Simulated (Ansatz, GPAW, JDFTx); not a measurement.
## One calculation of MnO, 3 ways

```
Mn O
1.0
     3.14508    0.00000    0.00000
     1.57254    2.72372    0.00000
     1.57254    0.90791    2.56795
Mn O
1 1
Direct
  0.00000 0.00000 0.00000
  0.50000 0.50000 0.50000
```

The cell is a database's computed one, not the measured one.

Alike in all runs: task single point; functional PBEsol; k mesh 10 × 10 × 10; occupations gaussian, width 0.1 eV; collinear spin, ferromagnetic start; no spin-orbit coupling. The measured crystal is an antiferromagnetic insulator; the state found here is the runs' own. Pressure is positive in compression and, in plane waves, holds the error of the finite cutoff.

| program and potentials | plane-wave cutoff (eV) | notes | band gap (eV) | pressure (GPa) | net moment per atom (μB) |
| --- | --- | --- | --- | --- | --- |
| JDFTx, PseudoDojo-SR-PBEsol-0.4.1-standard with smoothed tails | 1306 | - | no gap | -6.78 | 2.40 |
| GPAW, PAW data sets generated for this functional | 800 | - | no gap | -5.80 | 2.36 |
| Ansatz, all-electron LAPW, scalar-relativistic | - | - | ? | ? | ? |

Question: Estimate from the other rows what the run with Ansatz, all-electron LAPW, scalar-relativistic gave.

Answer: No band gap; pressure -6.97 GPa; net moment per atom 2.39 μB. The other rows, which needn't bracket it: pressure -6.78 to -5.80; net moment per atom 2.36 to 2.40.
